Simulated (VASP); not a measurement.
# Sb (R-3m) in VASP: single point with HSE06

Aim: the single point of Sb with HSE06.

Everything below comes from runs of VASP 6.6.1. Logs are shortened: lines on timing, memory, paths and dates and some standing lists are left out, and cuts for length are marked.

## 1. The structure

The structure is trigonal, space group R-3m (No. 166). The conventional cell has a = 4.326 Å, b = 4.326 Å, c = 11.040 Å, α = 90.00°, β = 90.00°, γ = 120.00°. Sb (site symmetry 3m) has 6 Sb at 2.93 to 3.29 Å as nearest neighbours.

## 2. Single point, HSE06

POSCAR

```
Sb
1.0
    2.1629700000      1.2487900000      3.6801000000
   -2.1629700000      1.2487900000      3.6801000000
    0.0000000000     -2.4975800000      3.6801000000
Sb
2
Direct
    0.2362400000      0.2362400000      0.2362400000
    0.7637600000      0.7637600000      0.7637600000
```

INCAR.step1

```
SYSTEM = Sb
PREC = Accurate
ENCUT = 520
EDIFF = 1E-5
ISMEAR = 0
SIGMA = 0.1
LREAL = .False.
LASPH = .True.
NELM = 80
ALGO = Normal
ISIF = 2
LWAVE = .True.
LCHARG = .False.
NBANDS = 12
GGA = PE
```

INCAR.step2

```
SYSTEM = Sb
PREC = Accurate
ENCUT = 520
EDIFF = 1E-6
ISMEAR = 0
SIGMA = 0.1
LREAL = .False.
LASPH = .True.
NELM = 80
ALGO = Normal
ISIF = 2
LWAVE = .False.
LCHARG = .False.
GGA = PE
LHFCALC = .True.
HFSCREEN = 0.2
PRECFOCK = Fast
NBANDS = 12
ISTART = 1
```

KPOINTS

```
Automatic mesh
0
Gamma
  6 6 6
  0 0 0
```

Potentials or basis: VASP PAW PBE potentials, release 64 (Sb).

Launch:

```
$ cat potpaw_PBE.64/Sb/POTCAR > POTCAR
$ cp INCAR.step1 INCAR
$ mpirun -np 1 vasp_std > vasp.out
$ cp INCAR.step2 INCAR
$ mpirun -np 1 vasp_std > vasp.out
```

OUTCAR:

```text
SYSTEM = Sb
   PREC = Accurate
   ENCUT = 520
   EDIFF = 1E-6
   ISMEAR = 0
   LREAL = .False.
   LASPH = .True.
   NELM = 80
   ISIF = 2
   GGA = PE
   LHFCALC = .True.
   HFSCREEN = 0.2
   PRECFOCK = Fast
   ISTART = 1

 ion  position               nearest neighbor table
   1  0.236  0.236  0.236-   2 2.93   2 2.93   2 2.93   2 3.29   2 3.29   2 3.29
   2  0.764  0.764  0.764-   1 2.93   1 2.93   1 2.93   1 3.29   1 3.29   1 3.29

  LATTYP: Found a trigonal (rhomboedric) cell.
 ALAT       =     4.4475894252
 COS(alpha) =     0.5269777064

  Lattice vectors:

 A1 = (   2.1629700000,   1.2487900000,   3.6801000000)
 A2 = (  -2.1629700000,   1.2487900000,   3.6801000000)
 A3 = (   0.0000000000,  -2.4975800000,   3.6801000000)

Analysis of symmetry for initial positions (statically):
=====================================================================
 Subroutine PRICEL returns:
 Original cell was already a primitive cell.

 Routine SETGRP: Setting up the symmetry group for a
 trigonal (rhombohedral) supercell.

 Subroutine GETGRP returns: Found 12 space group operations
 (whereof 12 operations were pure point group operations)
 out of a pool of 12 trial point group operations.

The static configuration has the point symmetry D_3d.

Analysis of symmetry for dynamics (positions and initial velocities):
=====================================================================
 Subroutine PRICEL returns:
 Original cell was already a primitive cell.

 Routine SETGRP: Setting up the symmetry group for a
 trigonal (rhombohedral) supercell.

 Subroutine GETGRP returns: Found 12 space group operations
 (whereof 12 operations were pure point group operations)
 out of a pool of 12 trial point group operations.

The dynamic configuration has the point symmetry D_3d.

 Subroutine INISYM returns: Found 12 space group operations
 (whereof 12 operations are pure point group operations),
 and found     1 'primitive' translations

----------------------------------------------------------------------------------------

                                     Primitive cell

  volume of cell :      59.6418

  direct lattice vectors                    reciprocal lattice vectors
     2.162970000  1.248790000  3.680100000     0.231163631  0.133462525  0.090577249
    -2.162970000  1.248790000  3.680100000    -0.231163631  0.133462525  0.090577249
     0.000000000 -2.497580000  3.680100000     0.000000000 -0.266925050  0.090577249

  length of vectors
     4.447589425  4.447589425  4.447588320     0.281874277  0.281874277  0.281874476

  position of ions in fractional coordinates (direct lattice)
     0.236240000  0.236240000  0.236240000
     0.763760000  0.763760000  0.763760000

  ion indices of the primitive-cell ions
   primitive index   ion index
                 1           1
                 2           2

----------------------------------------------------------------------------------------

 KPOINTS: Automatic mesh

Automatic generation of k-mesh.
 Grid dimensions read from file:
 generate k-points for:    6    6    6

 Generating k-lattice:

  Cartesian coordinates                     Fractional coordinates (reciprocal lattice)
     0.038527272  0.022243754  0.015096208     0.166666667  0.000000000  0.000000000
    -0.038527272  0.022243754  0.015096208     0.000000000  0.166666667  0.000000000
     0.000000000 -0.044487508  0.015096208     0.000000000  0.000000000  0.166666667

  Length of vectors
     0.046979046  0.046979046  0.046979079

  Shift w.r.t. Gamma in fractional coordinates (k-lattice)
     0.000000000  0.000000000  0.000000000

 Subroutine IBZKPT returns following result:
 ===========================================

 Found     32 irreducible k-points:

 Following reciprocal coordinates:
            Coordinates               Weight
  0.000000  0.000000  0.000000      1.000000
  0.166667 -0.000000  0.000000      6.000000
  0.333333 -0.000000 -0.000000      6.000000
  0.500000  0.000000  0.000000      3.000000
  0.166667  0.166667  0.000000      6.000000
  0.333333  0.166667  0.000000     12.000000
[... 16 lines left out ...]
  0.500000  0.500000  0.166667      6.000000
 -0.333333  0.500000  0.166667     12.000000
 [... further k-points ...]
   k-points           NKPTS =     32   k-points in BZ     NKDIM =    216   number of bands    NBANDS=     12
   number of dos      NEDOS =    301   number of ions     NIONS =      2
   total plane-waves  NPLWV =  46656
   dimension x,y,z NGX =    36 NGY =   36 NGZ =   36
   dimension x,y,z NGXF=    72 NGYF=   72 NGZF=   72
   ions per type =               2
   NGX,Y,Z   is equivalent  to a cutoff of  13.46, 13.46, 13.46 a.u.
   NGXF,Y,Z  is equivalent  to a cutoff of  26.91, 26.91, 26.91 a.u.
 SYSTEM =  Sb
   PREC   = accura    normal or accurate (medium, high low for compatibility)
   ISTART =      1    job   : 0-new  1-cont  2-samecut
   ICHARG =      0    charge: 1-file 2-atom 10-const
   ISPIN  =      1    spin polarized calculation?
   LNONCOLLINEAR =      F non collinear calculations
   LSORBIT =      F    spin-orbit coupling
   LASPH  =      T    aspherical Exc in radial PAW
   ENCUT  =  520.0 eV  38.22 Ry    6.18 a.u.   8.27  8.27  8.27*2*pi/ulx,y,z
   NELM   =     80;   NELMIN=  2; NELMDL=  0     # of ELM steps
   EDIFF  = 0.1E-05   stopping-criterion for ELM
   LREAL  =      F    real-space projection
   EDIFFG = 0.1E-04   stopping-criterion for IOM
   NSW    =      0    number of steps for IOM
   IBRION =     -1    ionic relax: 0-MD 1-quasi-New 2-CG
   NFREE  =      0    steps in history (QN), initial steepest desc. (CG)
   ISIF   =      2    stress and relaxation
   ISYM   =      3    0-nonsym 1-usesym 2-fastsym
   POTIM  = 0.5000    time-step for ionic-motion
   TEBEG  =    0.0;   TEEND  =   0.0 temperature during run
   PSTRESS=    0.0 pullay stress
   NELECT =      10.0000    total number of electrons
   NUPDOWN=      -1.0000    fix difference up-down
   EMIN   =  10.00;   EMAX   =-10.00  energy-range for DOS
   EFERMI =   0.00;   METHOD = LEGACY
   ISMEAR =     0;   SIGMA  =   0.10  broadening in eV -4-tet -1-fermi 0-gaus
   EFERMI_NEDOS =   21; number of points for ismear=-14 and -15
   IALGO  =     38    algorithm
   IMIX   =      1    mixing-type and parameters
     AMIX     =   0.40;   BMIX     =  1.00
     AMIX_MAG =   1.60;   BMIX_MAG =  1.00
  volume/ion in A,a.u.               =      29.82       201.24
  Fermi-wavevector in a.u.,A,eV,Ry     =   0.902730  1.705912 11.087681  0.814922
  Thomas-Fermi vector in A             =   2.025969
   LORBIT       =      0    0 simple, 1 ext, 2 COOP (PROOUT), +10 PAW based schemes
   GGA     = PE    functional components
   LHFCALC =     T    Hartree Fock is set to
   PRECFOCK=fast      Normal, Fast or Accurate (Low or Medium for compatibility)
   ENCUT4O =  -1.0   cutoff for four orbital integrals eV
   NKREDX  =     1    reduce k-point grid by
   NKREDY  =     1    reduce k-point grid by
   NKREDZ  =     1    reduce k-point grid by
   AEXX    =    0.2500 exact exchange contribution
   HFSCREEN=    0.2000 screening length (either q_TF or 0.3 A-1)
   HFSCREENC=   0.2000 screening length for correlation (either q_TF or 0.3 A-1)
   ENCUTFOCK=  -1.0 apply spherical cutoff to Coloumb kernel
   IVDW    =     0    specifies the selected vdW correction
   LEPSILON=     F    determine dielectric tensor
   LRPA    =     F    only Hartree local field effects (RPA)
 non-spin polarized calculation
 Gauss-broadening in eV      SIGMA  =   0.10
  energy-cutoff  :      520.00
  volume of cell :       59.64
 maximum number of plane-waves:      1618
 NGX is ok and might be reduce to    36
  NGX = 18; NGY = 18; NGZ = 18

 number of electron      10.0000000 magnetization

 Free energy of the ion-electron system (eV)
  ---------------------------------------------------
  ext. energy  EPLUGINS =         0.00000000
  ---------------------------------------------------
  free energy    TOTEN  =       -10.17332638 eV

  energy without entropy =      -10.17170047  energy(sigma->0) =      -10.17251342

 E-fermi :   7.3717     XC(G=0):  -7.9988

 val. band max:        7.2709803317   @ k =   0.5000   0.0000   0.0000
 cond. band min:       7.4249302373   @ k =   0.3333   0.1667   0.1667
 fundamental gap:      0.1539499055
 Fermi energy:         7.3717417295

 k-point     1 :       0.0000    0.0000    0.0000
  band No.  band energies     occupation
      1      -6.9496      2.00000
      2       2.1927      2.00000
      3       4.9089      2.00000
      4       5.0776      2.00000
      5       5.0776      2.00000
      6       9.9938      0.00000
      7      10.5441      0.00000
      8      10.5442      0.00000
      9      12.6681      0.00000
     10      12.6681      0.00000
     11      12.8553      0.00000
     12      14.4822      0.00000

 k-point     2 :       0.1667   -0.0000    0.0000
  band No.  band energies     occupation
      1      -6.6109      2.00000
      2       0.6844      2.00000
      3       4.9711      2.00000
      4       5.0569      2.00000
      5       5.8065      2.00000
      6       9.4544      0.00000
      7       9.6284      0.00000
      8       9.7033      0.00000
      9      12.2558      0.00000
     10      12.8111      0.00000
     11      13.0278      0.00000
     12      16.2123      0.00000

 k-point     3 :       0.3333   -0.0000   -0.0000
  band No.  band energies     occupation
      1      -5.6094      2.00000
      2      -1.7223      2.00000
      3       5.0911      2.00000
      4       5.1579      2.00000
      5       6.4511      2.00000
      6       8.0655      0.00000
      7       8.2529      0.00000
      8       8.3604      0.00000
      9      13.6130      0.00000
     10      14.3283      0.00000
     11      14.7241      0.00000
     12      18.8966      0.00000

 k-point     4 :       0.5000    0.0000    0.0000
  band No.  band energies     occupation
      1      -4.2606      2.00000
      2      -3.6023      2.00000
      3       5.1615      2.00000
      4       5.3683      2.00000
      5       6.8099      2.00000
      6       7.2710      1.84584
      7       7.6569      0.00005
      8       7.6794      0.00001
      9      15.8514      0.00000
     10      16.4679      0.00000
     11      17.0050      0.00000
     12      17.0277      0.00000

 k-point     5 :       0.1667    0.1667    0.0000
  band No.  band energies     occupation
      1      -6.5145      2.00000
      2       0.6930      2.00000
      3       4.1718      2.00000
      4       4.3848      2.00000
      5       6.6873      2.00000
      6       8.1389      0.00000
      7      10.1874      0.00000
      8      11.1031      0.00000
      9      11.9691      0.00000
     10      13.6420      0.00000
     11      13.8664      0.00000
     12      15.0422      0.00000
[... 228 lines left out ...]
      1      -3.8214      2.00000
      2      -3.0470      2.00000
      3       2.1989      2.00000
      4       2.2725      2.00000
      5       6.4400      2.00000
      6       7.8587      0.00000
      7      12.0255      0.00000
      8      12.2910      0.00000
      9      13.2484      0.00000
     10      13.7009      0.00000
     11      17.8567      0.00000
     12      18.0552      0.00000

 k-point    22 :      -0.1667    0.3333    0.1667
  band No.  band energies     occupation
      1      -4.8019      2.00000
      2      -1.9946      2.00000
      3       2.4143      2.00000
      4       3.2999      2.00000
      5       5.3729      2.00000
      6       8.7584      0.00000
      7      11.0872      0.00000
      8      11.1603      0.00000
      9      12.9376      0.00000
     10      15.8928      0.00000
     11      16.1821      0.00000
     12      17.2021      0.00000

 k-point    23 :       0.5000    0.5000    0.1667
  band No.  band energies     occupation
      1      -4.5210      2.00000
      2      -1.7946      2.00000
      3       1.3796      2.00000
      4       3.3517      2.00000
      5       3.8068      2.00000
      6       9.9564      0.00000
      7      11.5427      0.00000
      8      12.4463      0.00000
      9      13.7599      0.00000
     10      16.8776      0.00000
     11      17.2790      0.00000
     12      17.7991      0.00000

 k-point    24 :      -0.3333    0.5000    0.1667
  band No.  band energies     occupation
      1      -3.8747      2.00000
      2      -2.4086      2.00000
      3       1.1088      2.00000
      4       2.1406      2.00000
      5       5.1599      2.00000
      6       9.5546      0.00000
      7      10.9789      0.00000
      8      13.6590      0.00000
      9      14.0657      0.00000
     10      15.0166      0.00000
     11      17.8686      0.00000
     12      18.8177      0.00000

 [... further k-points ...]

------------------------ aborting loop because EDIFF is reached ----------------------------------------

  FORCE on cell =-STRESS in cart. coord.  units (eV):
  Direction    XX          YY          ZZ          XY          YZ          ZX
  --------------------------------------------------------------------------------------
  -------------------------------------------------------------------------------------
  Total       -0.2802734     -0.2802728      0.0488354      0.0000000      0.0000000      0.0000000
  in kB       -7.5290750     -7.5290592      1.3118803      0.0000000      0.0000000      0.0000000
  external PRESSURE =      -4.5820847 kB  Pullay stress =       0.0000000 kB

 VOLUME and BASIS-vectors are now :
 -----------------------------------------------------------------------------
  energy-cutoff  :      520.00
  volume of cell :       59.64
      direct lattice vectors                 reciprocal lattice vectors
     2.162970000  1.248790000  3.680100000     0.231163631  0.133462525  0.090577249
    -2.162970000  1.248790000  3.680100000    -0.231163631  0.133462525  0.090577249
     0.000000000 -2.497580000  3.680100000     0.000000000 -0.266925050  0.090577249

 POSITION                                       TOTAL-FORCE (eV/Angst)
 -----------------------------------------------------------------------------------
      0.00000      0.00000      2.60816         0.000000      0.000000     -0.489638
      0.00000      0.00000      8.43214         0.000000      0.000000      0.489638
 -----------------------------------------------------------------------------------
    total drift:                                0.000000      0.000000     -0.000000

  FREE ENERGIE OF THE ION-ELECTRON SYSTEM (eV)
  ---------------------------------------------------
  free  energy   TOTEN  =       -10.1733263794 eV

  energy  without entropy=      -10.1717004663  energy(sigma->0) =      -10.17251342
```

Wall time 13 min (1 thread of Intel Xeon 6975P-C (Granite Rapids), shared host); peak memory 0.32 GiB.

What came out:

- Free energy: -10.1733 eV
- Pressure: -0.5 GPa
- Largest force: 0.490 eV/Å
- Band gap on the k mesh: none (metal or under the smearing width)

Forces in eV/Å, atoms in the order of the input:
```
Sb   0.000  0.000 -0.490
Sb   0.000  0.000  0.490
```

Caveat: the PAW data sets were made with another functional, which shifts forces and pressure a little.
